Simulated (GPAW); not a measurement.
Consider zinc-blende (GaP)1-x(InP)x, x = 0.875.

```cif
data_structure
_symmetry_space_group_name_H-M 'P 1'
_symmetry_Int_Tables_number 1
_cell_length_a 8.2261
_cell_length_b 8.2261
_cell_length_c 8.2261
_cell_angle_alpha 60.000
_cell_angle_beta 60.000
_cell_angle_gamma 60.000
_cell_volume 393.61
loop_
_atom_site_label
_atom_site_type_symbol
_atom_site_fract_x
_atom_site_fract_y
_atom_site_fract_z
_atom_site_occupancy
In1 In 0.99827 0.00051 0.99926 1
P2 P 0.11882 0.13928 0.11963 1
In3 In 0.00002 0.99979 0.49907 1
P4 P 0.12518 0.12506 0.62403 1
Ga5 Ga 0.99997 0.49947 0.00117 1
P6 P 0.11877 0.62066 0.12146 1
In7 In 0.00075 0.50068 0.50101 1
P8 P 0.12086 0.61999 0.64056 1
In9 In 0.49841 0.99813 0.99962 1
P10 P 0.62313 0.12335 0.12521 1
In11 In 0.50000 0.99905 0.50011 1
P12 P 0.62459 0.12508 0.62424 1
In13 In 0.49865 0.49860 0.99997 1
P14 P 0.63964 0.61866 0.11872 1
In15 In 0.50052 0.50049 0.49796 1
P16 P 0.62530 0.62443 0.62465 1
```

Absorber: atom 2, with 1 Ga at 2.42 Å and 3 In at 2.55 Å (distorted tetrahedral). Method: GPAW, PBE, excited-electron core hole (neutral cell), 16-atom cell with 8.2 Å between holes, 4×4×4 k points, dipole transitions, Gaussian full width 0.9 eV up to 4 eV, rising linearly to 3.5 eV at 25 eV.

Where do the maxima of the P K edge fall?

Main maxima up to 24 eV above the zero (height): 2.5 eV (1.73), 3.9 eV (2.10), 6.5 eV (1.53) and 13.2 eV (1.06). A K edge sees empty p states on the absorber. The total-energy difference is 2155.58 eV. One term is added: -15.96 eV, since the hole is spin-paired here and a spin-polarised one costs that much less in the free atom (computed apart). The photon energy is then 2139.62 eV. The functional leaves an error of a few eV in such absolute values.

The P K spectrum (energy from the bottom of the conduction band, which holds the excited electron; intensity scaled to a mean of 1 over the first 20 eV):

```csv
E (eV),intensity
-2.0,0.00
-1.4,0.00
-0.8,0.00
-0.2,0.01
0.4,0.14
1.0,0.76
1.6,1.58
2.2,1.69
2.8,1.66
3.4,1.54
4.0,2.08
4.6,1.36
5.2,1.11
5.8,1.20
6.4,1.52
7.0,1.28
7.6,1.04
8.2,1.05
8.8,0.90
9.4,0.69
10.0,0.60
10.6,0.63
11.2,0.72
11.8,0.86
12.4,0.99
13.0,1.06
13.6,1.05
14.2,0.99
14.8,0.92
15.4,0.84
16.0,0.77
16.6,0.70
17.2,0.65
17.8,0.63
18.4,0.65
19.0,0.70
19.6,0.74
20.2,0.77
20.8,0.77
21.4,0.78
22.0,0.81
22.6,0.86
23.2,0.94
23.8,1.01
24.4,1.06
25.0,1.07
25.6,1.04
26.2,0.98
26.8,0.92
27.4,0.86
28.0,0.83
28.6,0.83
```

The mesh is coarse (0.23 Å⁻¹ between points), so small maxima may be mesh ripples.

[Banner, clock and machine lines of the logs are left out without a mark of their own.]

[Logs are printed without paths, hosts, clocks, repeated set-up lines and the standing remarks that a program may print on its own settings, such as how far it seeks lower states.]

[Hosts, paths, dates, database ids (printed as entryN), source tags and the programs' standing remarks are cut or masked in the printed files.]

[Lists of maxima count a maximum above −3 eV only where it reaches 4 % of the highest in the window and stands out from its surroundings by 2 % of it (1.5 % where it reaches 55 %); shoulders and weaker maxima are passed over, and of the rest the first, up to two pre-edge ones and the few strongest are named.]
